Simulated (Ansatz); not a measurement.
LaAlO$_{3}$:
```xyz
10
Lattice="2.6791 1.5468 4.3560 -2.6791 1.5468 4.3560 0.0000 -3.0936 4.3560" Properties=species:S:1:pos:R:3 pbc="T T T"
La     0.0000     0.0000     3.2670
La     0.0000     0.0000     9.8009
Al     0.0000     0.0000     0.0000
Al     0.0000     0.0000     6.5339
O      0.1841     1.5468     7.6229
O     -1.4316    -0.6140     7.6229
O      1.2475    -0.9328     7.6229
O     -0.1841    -1.5468     5.4449
O      1.4316     0.6140     5.4449
O     -1.2475     0.9328     5.4449
```

Relaxed with HSE06.

Give the Bader charges and basin volumes of the independent atoms, plane-wave PAW HSE06 (Ansatz code).



```json
[
 {"atom": "La1", "Bader charge (e)": "+2.20", "Bader volume (Å³)": "16.3"},
 {"atom": "Al3", "Bader charge (e)": "+2.58", "Bader volume (Å³)": "3.1"},
 {"atom": "O5", "Bader charge (e)": "-1.59", "Bader volume (Å³)": "11.6"}
]
```

Space group R-3c. Symmetry was held in the HSE06 relaxation. Spin–orbit coupling is left out wherever it is not named.

Potentials: the later of the program's two PAW sets.
